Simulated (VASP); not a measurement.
Write the native input for VASP 6.6.1 that does the following.

```yaml
Task: optical spectrum
Functional: r2SCAN
Potentials_or_basis: VASP PAW PBE potentials, release 64 (Ag)
Cutoff: 520 eV
k_mesh: 26 × 26 × 26
Occupations: gaussian, width 0.1 eV
Spin: no spin polarisation
Further_INCAR_settings: ALGO = Normal; EDIFF = 1e-07; NBANDS = 30
```

The structure of Ag lies in POSCAR:

```
Ag                                      
1.0
    0.0000000000      2.0528211044      2.0528211044
    2.0528211044     -0.0000000000      2.0528211044
    2.0528211044      2.0528211044      0.0000000000
  Ag            
     1
Direct
     0.0000000000000000    0.0000000000000000    0.0000000000000000
```

These files were run (other wordings do the same):

INCAR

```
PREC = Accurate ; ENCUT = 520
EDIFF = 1E-7 ; ISMEAR = 0
SIGMA = 0.1 ; LREAL = F
LASPH = T ; NELM = 60
ALGO = Normal ; ISIF = 2
LWAVE = F ; LCHARG = F
METAGGA = R2SCAN ; LMIXTAU = T
LOPTICS = T ; NBANDS = 30
NEDOS = 2000 ; CSHIFT = 0.1
```

KPOINTS

```
Automatic mesh
0
Gamma
  26 26 26
```

Potentials or basis: VASP PAW PBE potentials, release 64 (Ag).

Run with:

```bash
$ cat potpaw_PBE.64/Ag/POTCAR > POTCAR
$ mpirun -np 1 vasp_std > vasp.out
```

Results of the run:

The pressure is 0.0 GPa and the band gap on the k mesh is none (metal or under the smearing width).

Caveat: independent-particle spectra lack excitons; the intraband (Drude) part of a metal's response may be missing; the PAW data sets were made with another functional, which shifts forces and pressure a little.

Run time: 7 min on 1 thread of Intel(R) Xeon(R) 6975P-C (Granite Rapids) (shared host), peak memory 0.43 GiB.
